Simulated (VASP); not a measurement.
**VASP 6.6.1 run: GaP**

INCAR

```
GGA = PS
ISIF = 3
LCHARG = .FALSE.
EDIFFG = -5E-3
IBRION = 2
LASPH = .TRUE.
SIGMA = 0.02
EDIFF = 1E-7
NSW = 40
PREC = Accurate
ENCUT = 600
NBANDS = 16
LWAVE = .FALSE.
NELM = 84
LREAL = .FALSE.
ISMEAR = -1
```

KPOINTS

```
KPOINTS created by Atomic Simulation Environment
0
Gamma
5 5 5
0 0 0
```

POSCAR

```
Ga P
 1.0000000000000000
     3.2067216877742806   -0.0000000000000000   -0.0000000000000000
     0.0000000000000000    3.2067216877742806    0.0000000000000000
    -0.0000000000000000    0.0000000000000000    3.2067216877742806
 Ga  P
   1   1
Cartesian
  0.0000000000000000 -0.0000000000000000 -0.0000000000000000
  1.6033608438871401  1.6033608438871401  1.6033608438871401
```

The recommended PBE PAW datasets give the neutral cell 18 valence electrons.

Command

```
mpirun -np 1 vasp_std
```

OSZICAR

```
N       E                     dE             d eps       ncg     rms          rms(c)
DAV:   1     0.785841992519E+02    0.78584E+02   -0.95827E+03   352   0.184E+03
DAV:   2    -0.261231768834E+01   -0.81197E+02   -0.77636E+02   344   0.330E+02
DAV:   3    -0.868995499781E+01   -0.60776E+01   -0.59375E+01   408   0.640E+01
DAV:   4    -0.877422395460E+01   -0.84269E-01   -0.84251E-01   368   0.780E+00
DAV:   5    -0.877549504163E+01   -0.12711E-02   -0.12710E-02   464   0.989E-01    0.324E+00
DAV:   6    -0.866300883644E+01    0.11249E+00   -0.17449E-01   424   0.885E+00    0.187E+00
DAV:   7    -0.864707646527E+01    0.15932E-01   -0.31049E-02   504   0.176E+00    0.630E-01
DAV:   8    -0.864469870392E+01    0.23778E-02   -0.41613E-03   392   0.854E-01    0.533E-02
DAV:   9    -0.864466876761E+01    0.29936E-04   -0.31187E-04   472   0.275E-01    0.428E-02
DAV:  10    -0.864466983898E+01   -0.10714E-05   -0.12824E-05   368   0.371E-02    0.243E-02
...
   2 F= -.86717203E+01 E0= -.86686374E+01  d E =-.270493E-01
       N       E                     dE             d eps       ncg     rms          rms(c)
DAV:   1    -0.868420003115E+01   -0.12480E-01   -0.14554E-01   352   0.698E+00    0.645E-01
DAV:   2    -0.867488823028E+01    0.93118E-02   -0.13100E-02   376   0.235E+00    0.295E-01
DAV:   3    -0.867252390261E+01    0.23643E-02   -0.27845E-03   400   0.105E+00    0.584E-02
DAV:   4    -0.867231901156E+01    0.20489E-03   -0.18653E-04   400   0.179E-01    0.261E-02
DAV:   5    -0.867227455727E+01    0.44454E-04   -0.22000E-05   400   0.672E-02    0.445E-03
DAV:   6    -0.867227434940E+01    0.20787E-06   -0.57089E-07   392   0.821E-03    0.149E-03
DAV:   7    -0.867227436438E+01   -0.14979E-07   -0.21248E-08   200   0.187E-03
   3 F= -.86722744E+01 E0= -.86693207E+01  d E =-.276034E-01
```

From OUTCAR

```
k-points           NKPTS =     10   k-points in BZ     NKDIM =     10   number of bands    NBANDS=     16

   NELECT =      18.0000    total number of electrons

   dimension x,y,z NGX =    28 NGY =   28 NGZ =   28
   dimension x,y,z NGXF=    56 NGYF=   56 NGZF=   56

  energy-cutoff  :      600.00
  volume of cell :       31.04
      direct lattice vectors                 reciprocal lattice vectors
     3.142709709  0.000000000 -0.000000000     0.318196745 -0.000000000  0.000000000
     0.000000000  3.142709709 -0.000000000    -0.000000000  0.318196745 -0.000000000
     0.000000000  0.000000000  3.142709709     0.000000000  0.000000000  0.318196745

 k-points in reciprocal lattice and weights: KPOINTS created by Atomic Simulation Env
   0.00000000  0.00000000  0.00000000       0.008
   0.20000000  0.00000000  0.00000000       0.048
   0.40000000  0.00000000  0.00000000       0.048
   0.20000000  0.20000000  0.00000000       0.096
   0.40000000  0.20000000  0.00000000       0.192
   0.40000000  0.40000000  0.00000000       0.096
   0.20000000  0.20000000  0.20000000       0.064
   0.40000000  0.20000000  0.20000000       0.192
   ...

 E-fermi :   8.1154

 k-point     1 :       0.0000    0.0000    0.0000
  band No.  band energies     occupation
      1      -7.0856      2.00000
      2      -7.0856      2.00000
      3      -6.9095      2.00000
      4      -6.9095      2.00000
      5      -6.9095      2.00000
      6      -6.3568      2.00000
      7       7.0829      2.00000
      8       7.0829      2.00000
      9       7.0829      2.00000
     10       7.2983      2.00000
     11      12.1627      0.00000
     12      12.1627      0.00000
     13      19.1881      0.00000
     14      19.1881      0.00000
     15      19.1881      0.00000
     16      22.2149      0.00000

 k-point     2 :       0.2000    0.0000    0.0000
  band No.  band energies     occupation
      1      -7.0788      2.00000
      2      -7.0413      2.00000
      3      -6.9344      2.00000
      4      -6.9344      2.00000
      5      -6.9068      2.00000
      6      -5.7969      2.00000
      7       3.1616      2.00000
      8       7.6116      2.00000
      9       7.6116      2.00000
     10       9.1142      0.00000
     11      12.6451      0.00000
     12      15.1317      0.00000
     13      16.5714      0.00000
     14      16.5714      0.00000
     15      17.6988      0.00000
     16      21.8336      0.00000

 k-point     3 :       0.4000    0.0000    0.0000
  band No.  band energies     occupation
      1      -7.0678      2.00000
      2      -6.9747      2.00000
      3      -6.9742      2.00000
      4      -6.9742      2.00000
      5      -6.9024      2.00000
      6      -4.2710      2.00000
      7      -0.4613      2.00000
      8       8.9103      0.00000
      9       8.9103      0.00000
     10      10.7806      0.00000
     11      13.3676      0.00000
     12      13.4692      0.00000
     13      13.4692      0.00000
     14      13.8821      0.00000
     15      18.2887      0.00000
     16      22.6263      0.00000

 ...

  Total        0.0016948      0.0016948      0.0016948      0.0000000     -0.0000000      0.0000000
  in kB        0.0874811      0.0874811      0.0874811      0.0000000     -0.0000000      0.0000000
  external PRESSURE =       0.0874811 kB  Pullay stress =       0.0000000 kB

 POSITION                                       TOTAL-FORCE (eV/Angst)
 -----------------------------------------------------------------------------------
      0.00000      0.00000      0.00000        -0.000000     -0.000000     -0.000000
      1.57135      1.57135      1.57135         0.000000      0.000000      0.000000
 -----------------------------------------------------------------------------------
    total drift:                               -0.000000      0.000000     -0.000000

  FREE ENERGIE OF THE ION-ELECTRON SYSTEM (eV)
  ---------------------------------------------------
  free  energy   TOTEN  =        -8.6722743644 eV

  energy  without entropy=       -8.6663670433  energy(sigma->0) =       -8.66932070
```

```json
{"ionic step": "1", "ΔE (meV/atom)": "0.0", "volume (Å³)": "32.97", "largest force (eV/Å)": "0.000", "pressure (GPa)": "-4.61", "electronic steps": "13"}
{"ionic step": "2", "ΔE (meV/atom)": "-13.5", "volume (Å³)": "30.76", "largest force (eV/Å)": "0.000", "pressure (GPa)": "0.65", "electronic steps": "9"}
{"ionic step": "3", "ΔE (meV/atom)": "-13.8", "volume (Å³)": "31.04", "largest force (eV/Å)": "0.000", "pressure (GPa)": "0.01", "electronic steps": "7"}
```

It converged. Results: relaxed cell vector lengths 3.143, 3.143, 3.143 Å; relaxed cell volume 31.04 Å³.

These settings aren't sound, so the numbers aren't properties of the crystal.

On sound settings the PBEsol relaxation ends at 31.52 Å³.

The run took about 8.6 s on one core of a shared host (Intel Xeon 6975P-C) and held 0.16 GiB at most.
